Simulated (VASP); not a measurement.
# Ca (Fm-3m) in VASP: further runs

Aim: see how the results for Ca move with the level of theory and the settings. Levels: LDA, r2SCAN. Tasks: single point, relaxation of cell and atoms.

Program: VASP 6.6.1. These are calculated values, not measurements. Logs are shortened: lines on timing, memory, paths and dates and some standing lists are left out, and cuts for length are marked.

### 1 The crystal as given

The structure is cubic, space group Fm-3m (No. 225). The conventional cell has a = 5.588 Å, b = 5.588 Å, c = 5.588 Å, α = 90.00°, β = 90.00°, γ = 90.00°. Ca (site symmetry m-3m) has 12 Ca at 3.95 Å as nearest neighbours.

### 2 Single point, LDA

The input, INCAR:

```
SYSTEM = Ca
PREC = Accurate ; ENCUT = 520
EDIFF = 1E-6 ; ISMEAR = 1
SIGMA = 0.1 ; LREAL = .FALSE.
LASPH = .TRUE. ; NELM = 80
ALGO = Normal ; ISIF = 2
LWAVE = .FALSE. ; LCHARG = .FALSE.
GGA = CA ; KPAR = 4
```

The input, KPOINTS:

```
Automatic mesh
0
G
  6 6 6
  0 0 0
```

The input, POSCAR:

```
Ca
1.0
    0.0000000000      2.7942000000      2.7942000000
    2.7942000000      0.0000000000      2.7942000000
    2.7942000000      2.7942000000      0.0000000000
Ca
1
Direct
    0.0000000000      0.0000000000      0.0000000000
```

Potentials or basis: VASP PAW LDA potentials, release 64 (Ca_sv).

Command:

```sh
> cat potpaw_LDA.64/Ca_sv/POTCAR > POTCAR
> mpirun -np 4 vasp_std > vasp.out
```

OUTCAR:

```text
SYSTEM = Ca
   PREC = Accurate
   ENCUT = 520
   EDIFF = 1E-6
   ISMEAR = 1
   LREAL = .FALSE.
   LASPH = .TRUE.
   NELM = 80
   ISIF = 2
   GGA = CA

 ion  position               nearest neighbor table
   1  0.000  0.000  0.000-

  LATTYP: Found a face centered cubic cell.
 ALAT       =     5.5884000000

  Lattice vectors:

 A1 = (   0.0000000000,   2.7942000000,   2.7942000000)
 A2 = (   2.7942000000,   0.0000000000,   2.7942000000)
 A3 = (   2.7942000000,   2.7942000000,   0.0000000000)

Analysis of symmetry for initial positions (statically):
=====================================================================
 Subroutine PRICEL returns:
 Original cell was already a primitive cell.

 Routine SETGRP: Setting up the symmetry group for a
 face centered cubic supercell.

 Subroutine GETGRP returns: Found 48 space group operations
 (whereof 48 operations were pure point group operations)
 out of a pool of 48 trial point group operations.

The static configuration has the point symmetry O_h .

Analysis of symmetry for dynamics (positions and initial velocities):
=====================================================================
 Subroutine PRICEL returns:
 Original cell was already a primitive cell.

 Routine SETGRP: Setting up the symmetry group for a
 face centered cubic supercell.

 Subroutine GETGRP returns: Found 48 space group operations
 (whereof 48 operations were pure point group operations)
 out of a pool of 48 trial point group operations.

The dynamic configuration has the point symmetry O_h .

 Subroutine INISYM returns: Found 48 space group operations
 (whereof 48 operations are pure point group operations),
 and found     1 'primitive' translations

----------------------------------------------------------------------------------------

                                     Primitive cell

  volume of cell :      43.6317

  direct lattice vectors                    reciprocal lattice vectors
     0.000000000  2.794200000  2.794200000    -0.178942094  0.178942094  0.178942094
     2.794200000  0.000000000  2.794200000     0.178942094 -0.178942094  0.178942094
     2.794200000  2.794200000  0.000000000     0.178942094  0.178942094 -0.178942094

  length of vectors
     3.951595536  3.951595536  3.951595536     0.309936799  0.309936799  0.309936799

  position of ions in fractional coordinates (direct lattice)
     0.000000000  0.000000000  0.000000000

  ion indices of the primitive-cell ions
   primitive index   ion index
                 1           1

----------------------------------------------------------------------------------------

 KPOINTS: Automatic mesh

Automatic generation of k-mesh.
 Grid dimensions read from file:
 generate k-points for:    6    6    6

 Generating k-lattice:

  Cartesian coordinates                     Fractional coordinates (reciprocal lattice)
    -0.029823682  0.029823682  0.029823682     0.166666667  0.000000000  0.000000000
     0.029823682 -0.029823682  0.029823682     0.000000000  0.166666667  0.000000000
     0.029823682  0.029823682 -0.029823682     0.000000000  0.000000000  0.166666667

  Length of vectors
     0.051656133  0.051656133  0.051656133

  Shift w.r.t. Gamma in fractional coordinates (k-lattice)
     0.000000000  0.000000000  0.000000000

 Subroutine IBZKPT returns following result:
 ===========================================

 Found     16 irreducible k-points:

 Following reciprocal coordinates:
            Coordinates               Weight
  0.000000  0.000000  0.000000      1.000000
  0.166667  0.000000  0.000000      8.000000
  0.333333  0.000000  0.000000      8.000000
  0.500000  0.000000  0.000000      4.000000
  0.166667  0.166667  0.000000      6.000000
  0.333333  0.166667  0.000000     24.000000
[... 8 lines left out ...]
 -0.333333  0.333333  0.166667     24.000000
 -0.333333  0.500000  0.166667     12.000000
   k-points           NKPTS =     16   k-points in BZ     NKDIM =     16   number of bands    NBANDS=      9
   number of dos      NEDOS =    301   number of ions     NIONS =      1
   total plane-waves  NPLWV =  27000
   dimension x,y,z NGX =    30 NGY =   30 NGZ =   30
   dimension x,y,z NGXF=    60 NGYF=   60 NGZF=   60
   ions per type =               1
   NGX,Y,Z   is equivalent  to a cutoff of  12.62, 12.62, 12.62 a.u.
   NGXF,Y,Z  is equivalent  to a cutoff of  25.24, 25.24, 25.24 a.u.
 SYSTEM =  Ca
   PREC   = accura    normal or accurate (medium, high low for compatibility)
   ISTART =      0    job   : 0-new  1-cont  2-samecut
   ICHARG =      2    charge: 1-file 2-atom 10-const
   ISPIN  =      1    spin polarized calculation?
   LNONCOLLINEAR =      F non collinear calculations
   LSORBIT =      F    spin-orbit coupling
   LASPH  =      T    aspherical Exc in radial PAW
   ENCUT  =  520.0 eV  38.22 Ry    6.18 a.u.   7.35  7.35  7.35*2*pi/ulx,y,z
   NELM   =     80;   NELMIN=  2; NELMDL= -5     # of ELM steps
   EDIFF  = 0.1E-05   stopping-criterion for ELM
   LREAL  =      F    real-space projection
   EDIFFG = 0.1E-04   stopping-criterion for IOM
   NSW    =      0    number of steps for IOM
   IBRION =     -1    ionic relax: 0-MD 1-quasi-New 2-CG
   NFREE  =      0    steps in history (QN), initial steepest desc. (CG)
   ISIF   =      2    stress and relaxation
   ISYM   =      2    0-nonsym 1-usesym 2-fastsym
   POTIM  = 0.5000    time-step for ionic-motion
   TEBEG  =    0.0;   TEEND  =   0.0 temperature during run
   PSTRESS=    0.0 pullay stress
   NELECT =      10.0000    total number of electrons
   NUPDOWN=      -1.0000    fix difference up-down
   EMIN   =  10.00;   EMAX   =-10.00  energy-range for DOS
   EFERMI =   0.00;   METHOD = LEGACY
   ISMEAR =     1;   SIGMA  =   0.10  broadening in eV -4-tet -1-fermi 0-gaus
   EFERMI_NEDOS =   21; number of points for ismear=-14 and -15
   IALGO  =     38    algorithm
   IMIX   =      4    mixing-type and parameters
     AMIX     =   0.40;   BMIX     =  1.00
     AMIX_MAG =   1.60;   BMIX_MAG =  1.00
  volume/ion in A,a.u.               =      43.63       294.44
  Fermi-wavevector in a.u.,A,eV,Ry     =   1.001861  1.893242 13.656506  1.003725
  Thomas-Fermi vector in A             =   2.134310
   LORBIT       =      0    0 simple, 1 ext, 2 COOP (PROOUT), +10 PAW based schemes
   GGA     = CA    functional components
   LHFCALC =     F    Hartree Fock is set to
   AEXX    =    0.0000 exact exchange contribution
   IVDW    =     0    specifies the selected vdW correction
   LEPSILON=     F    determine dielectric tensor
   LRPA    =     F    only Hartree local field effects (RPA)
 non-spin polarized calculation
 Methfessel and Paxton  Order N= 1 SIGMA  =   0.10
  energy-cutoff  :      520.00
  volume of cell :       43.63
 maximum number of plane-waves:      1211
 NGX is ok and might be reduce to    30
   NGX = 15   NGY = 15   NGZ = 15

 number of electron      10.0000000 magnetization

 number of electron       9.9999997 magnetization

 Free energy of the ion-electron system (eV)
  ---------------------------------------------------
  ext. energy  EPLUGINS =         0.00000000
  ---------------------------------------------------
  free energy    TOTEN  =        -2.13641212 eV

  energy without entropy =       -2.13174279  energy(sigma->0) =       -2.13485568

 E-fermi :   1.6930     XC(G=0):  -7.8552

 val. band max:        1.6802383784   @ k =  -0.3333   0.3333   0.1667
 cond. band min:       1.7148588790   @ k =  -0.3333   0.3333   0.1667
 fundamental gap:      0.0346205007
 Fermi energy:         1.6930030994

 k-point     1 :       0.0000    0.0000    0.0000
  band No.  band energies     occupation
      1     -39.9728      2.00000
      2     -21.1871      2.00000
      3     -21.1871      2.00000
      4     -21.1871      2.00000
      5      -2.3036      2.00000
      6       3.8283      0.00000
      7       3.8283      0.00000
      8       3.8283      0.00000
      9       4.8511      0.00000

 k-point     2 :       0.1667    0.0000    0.0000
  band No.  band energies     occupation
      1     -39.9697      2.00000
      2     -21.2194      2.00000
      3     -21.1915      2.00000
      4     -21.1915      2.00000
      5      -1.8472      2.00000
      6       3.4033     -0.00000
      7       3.9575      0.00000
      8       3.9575      0.00000
      9       4.7696      0.00000

 k-point     3 :       0.3333    0.0000    0.0000
  band No.  band energies     occupation
      1     -39.9634      2.00000
      2     -21.2832      2.00000
      3     -21.2005      2.00000
      4     -21.2005      2.00000
      5      -0.6131      2.00000
      6       2.4921     -0.00000
      7       3.8647      0.00000
      8       3.8647      0.00000
      9       5.1284      0.00000

 k-point     4 :       0.5000    0.0000    0.0000
  band No.  band energies     occupation
      1     -39.9603      2.00000
      2     -21.3147      2.00000
      3     -21.2049      2.00000
      4     -21.2049      2.00000
      5       0.6355      2.00000
      6       1.5336      2.04664
      7       3.7289      0.00000
      8       3.7289      0.00000
      9       5.5114      0.00000
[... 109 lines left out ...]
 k-point    14 :       0.5000    0.3333    0.1667
  band No.  band energies     occupation
      1     -39.9593      2.00000
      2     -21.2822      2.00000
      3     -21.2391      2.00000
      4     -21.2159      2.00000
      5       0.3773      2.00000
      6       2.4576     -0.00000
      7       2.9288     -0.00000
      8       4.4398      0.00000
      9       4.9442      0.00000

 k-point    15 :      -0.3333    0.3333    0.1667
  band No.  band energies     occupation
      1     -39.9572      2.00000
      2     -21.2862      2.00000
      3     -21.2545      2.00000
      4     -21.2232      2.00000
      5       1.6802      1.21411
      6       1.7149      0.63970
      7       2.7273     -0.00000
      8       4.2537      0.00000
      9       5.3336      0.00000

 k-point    16 :      -0.3333    0.5000    0.1667
  band No.  band energies     occupation
      1     -39.9562      2.00000
      2     -21.2892      2.00000
      3     -21.2525      2.00000
      4     -21.2349      2.00000
      5       1.6426      1.74466
      6       2.2254     -0.00000
      7       2.4290     -0.00000
      8       4.4419      0.00000
      9       5.6885      0.00000

------------------------ aborting loop because EDIFF is reached ----------------------------------------

  FORCE on cell =-STRESS in cart. coord.  units (eV):
  Direction    XX          YY          ZZ          XY          YZ          ZX
  --------------------------------------------------------------------------------------
  -------------------------------------------------------------------------------------
  Total       -0.6104482     -0.6104482     -0.6104482      0.0000000      0.0000000     -0.0000000
  in kB      -22.4159400    -22.4159400    -22.4159400      0.0000000      0.0000000     -0.0000000
  external PRESSURE =     -22.4159400 kB  Pullay stress =       0.0000000 kB

 VOLUME and BASIS-vectors are now :
 -----------------------------------------------------------------------------
  energy-cutoff  :      520.00
  volume of cell :       43.63
      direct lattice vectors                 reciprocal lattice vectors
     0.000000000  2.794200000  2.794200000    -0.178942094  0.178942094  0.178942094
     2.794200000  0.000000000  2.794200000     0.178942094 -0.178942094  0.178942094
     2.794200000  2.794200000  0.000000000     0.178942094  0.178942094 -0.178942094

 POSITION                                       TOTAL-FORCE (eV/Angst)
 -----------------------------------------------------------------------------------
      0.00000      0.00000      0.00000         0.000000      0.000000      0.000000
 -----------------------------------------------------------------------------------
    total drift:                               -0.000000     -0.000000      0.000000

  FREE ENERGIE OF THE ION-ELECTRON SYSTEM (eV)
  ---------------------------------------------------
  free  energy   TOTEN  =        -2.1364121187 eV

  energy  without entropy=       -2.1317427884  energy(sigma->0) =       -2.13485568
```

It took 3.6 s on 4 MPI ranks of Intel Xeon Platinum 8259CL at 2.50GHz (Skylake/Cascade Lake), shared host; peak memory 0.14 GiB.

What came out:

* Free energy: -2.1364 eV
* Pressure: -2.2 GPa
* Band gap on the k mesh: none (metal or under the smearing width)

### 3 Relaxation of cell and atoms, r2SCAN

The input, INCAR:

```
SYSTEM = Ca
PREC = Accurate
ENCUT = 600
EDIFF = 1E-6
ISMEAR = 1
SIGMA = 0.1
LREAL = .False.
LASPH = .True.
NELM = 80
ALGO = Normal
ISIF = 3
LWAVE = .False.
LCHARG = .False.
METAGGA = R2SCAN
LMIXTAU = .True.
IBRION = 2
NSW = 90
EDIFFG = -0.01
```

The input, KPOINTS:

```
Automatic mesh
0
Gamma
  12 12 12
  0 0 0
```

POSCAR is that of step 2.

Potentials or basis: VASP PAW PBE potentials, release 64 (Ca_sv).

Command:

```sh
> cat potpaw_PBE.64/Ca_sv/POTCAR > POTCAR
> mpirun -np 1 vasp_std > vasp.out
```

OUTCAR:

```text
SYSTEM = Ca
   PREC = Accurate
   ENCUT = 600
   EDIFF = 1E-6
   ISMEAR = 1
   LREAL = .False.
   LASPH = .True.
   NELM = 80
   ISIF = 3
   METAGGA = R2SCAN
   IBRION = 2
   NSW = 90
   EDIFFG = -0.01

 ion  position               nearest neighbor table
   1  0.000  0.000  0.000-

  LATTYP: Found a face centered cubic cell.
 ALAT       =     5.5884000000

  Lattice vectors:

 A1 = (   0.0000000000,   2.7942000000,   2.7942000000)
 A2 = (   2.7942000000,   0.0000000000,   2.7942000000)
[... 508 lines left out ...]
      2     -22.1165      2.00000
      3     -22.0387      2.00000
      4     -22.0198      2.00000
      5       1.1896      2.00000
      6       1.8377      1.70727
      7       3.8658     -0.00000
      8       4.6890      0.00000
      9       6.1797      0.00000

 [... further k-points ...]
[... 5 lines left out ...]
  --------------------------------------------------------------------------------------
  -------------------------------------------------------------------------------------
  Total       -0.0080744     -0.0080744     -0.0080744      0.0000000      0.0000000     -0.0000000
  in kB       -0.2977779     -0.2977779     -0.2977779      0.0000000      0.0000000     -0.0000000
  external PRESSURE =      -0.2977779 kB  Pullay stress =       0.0000000 kB

 VOLUME and BASIS-vectors are now :
 -----------------------------------------------------------------------------
  energy-cutoff  :      600.00
  volume of cell :       43.44
      direct lattice vectors                 reciprocal lattice vectors
    -0.000000000  2.790184381  2.790184381    -0.179199627  0.179199627  0.179199627
     2.790184381  0.000000000  2.790184381     0.179199627 -0.179199627  0.179199627
     2.790184381  2.790184381 -0.000000000     0.179199627  0.179199627 -0.179199627

 POSITION                                       TOTAL-FORCE (eV/Angst)
 -----------------------------------------------------------------------------------
      2.79018      0.00000      2.79018         0.000000     -0.000000     -0.000000
 -----------------------------------------------------------------------------------
    total drift:                                0.000000      0.000000      0.000000

  FREE ENERGIE OF THE ION-ELECTRON SYSTEM (eV)
  ---------------------------------------------------
  free  energy   TOTEN  =        -7.0316298019 eV

  energy  without entropy=       -7.0315970067  energy(sigma->0) =       -7.03161887

 reached required accuracy - stopping structural energy minimisation
```

It took 2.7 min on 1 thread of Intel Xeon Platinum 8259CL at 2.50GHz (Skylake/Cascade Lake), shared host; peak memory 0.21 GiB.

What came out:

* Free energy: -7.0316 eV
* Relaxed volume: 43.44 Å³/atom
* Relaxed cell: a = 3.946 Å, b = 3.946 Å, c = 3.946 Å, α = 60.00°, β = 60.00°, γ = 60.00°
* Space group after relaxing (to 0.05 Å): Fm-3m (No. 225)
* Energy gained by relaxing: 0.1 meV/atom
* Ionic steps: 2
* Pressure after relaxing: 0.0 GPa
* Band gap on the k mesh: none (metal or under the smearing width)

Final structure:
```cif
data_structure
_symmetry_space_group_name_H-M 'P 1'
_symmetry_Int_Tables_number 1
_cell_length_a 3.9459
_cell_length_b 3.9459
_cell_length_c 3.9459
_cell_angle_alpha 60.000
_cell_angle_beta 60.000
_cell_angle_gamma 60.000
_cell_volume 43.44
loop_
_atom_site_label
_atom_site_type_symbol
_atom_site_fract_x
_atom_site_fract_y
_atom_site_fract_z
_atom_site_occupancy
Ca1 Ca 0.00000 0.00000 0.00000 1
```

Caveat: the PAW data sets were made with another functional, which shifts forces and pressure a little.

### 4 Relaxation of cell and atoms, r2SCAN

This run uses another cell than the first one, of 43.44 Å³/atom, 0.996 times its volume.

Changes to INCAR since step 3:

```diff
@@ -3,3 +3,3 @@
 ENCUT = 600
-EDIFF = 1E-6
+EDIFF = 1E-7
 ISMEAR = 1
@@ -17,2 +17,2 @@
 NSW = 90
-EDIFFG = -0.01
+EDIFFG = -0.005
```

KPOINTS is that of step 3.

The input, POSCAR:

```
Ca                                      
1.0
   -0.0000000000      2.7901843812      2.7901843812
    2.7901843812      0.0000000000      2.7901843812
    2.7901843812      2.7901843812     -0.0000000000
  Ca            
     1
Direct
     0.0000000000000000    1.0000000000000000    0.0000000000000000
```

Command:

```sh
> cat potpaw_PBE.64/Ca_sv/POTCAR > POTCAR
> mpirun -np 1 vasp_std > vasp.out
```

It took 2.7 min on 1 thread of Intel Xeon Platinum 8259CL at 2.50GHz (Skylake/Cascade Lake), shared host; peak memory 0.21 GiB.

Results (log left out):

* Free energy: -7.0316 eV
* Relaxed volume: 43.39 Å³/atom
* Relaxed cell: a = 3.944 Å, b = 3.944 Å, c = 3.944 Å, α = 60.00°, β = 60.00°, γ = 60.00°
* Space group after relaxing (to 0.05 Å): Fm-3m (No. 225)
* Energy gained by relaxing: 0.0 meV/atom
* Ionic steps: 2
* Pressure after relaxing: 0.0 GPa
* Band gap on the k mesh: none (metal or under the smearing width)

Final structure:
```
CELL_PARAMETERS angstrom
0.00000 2.78895 2.78895
2.78895 0.00000 2.78895
2.78895 2.78895 0.00000
ATOMIC_POSITIONS crystal
Ca 0.00000 0.00000 0.00000
```

Levels at points of the mesh, in eV from the Fermi level:
| k point | band 2 | band 3 | band 4 | band 5 | band 6 | band 7 | band 8 | band 9 |
| --- | --- | --- | --- | --- | --- | --- | --- | --- |
| (0.00, 0.00, 0.00) | -23.88 | -23.88 | -23.88 | -4.24 | 2.67 | 2.67 | 2.67 | 3.76 |
| (0.50, 0.00, 0.00) | -24.01 | -23.90 | -23.90 | -0.94 | -0.30 | 2.53 | 2.53 | 4.46 |
| (0.50, 0.50, 0.00) | -24.00 | -23.93 | -23.93 | -0.38 | 0.77 | 0.89 | 4.45 | 4.65 |

Caveat: the PAW data sets were made with another functional, which shifts forces and pressure a little.

(Part 1 of 2 ends here.)
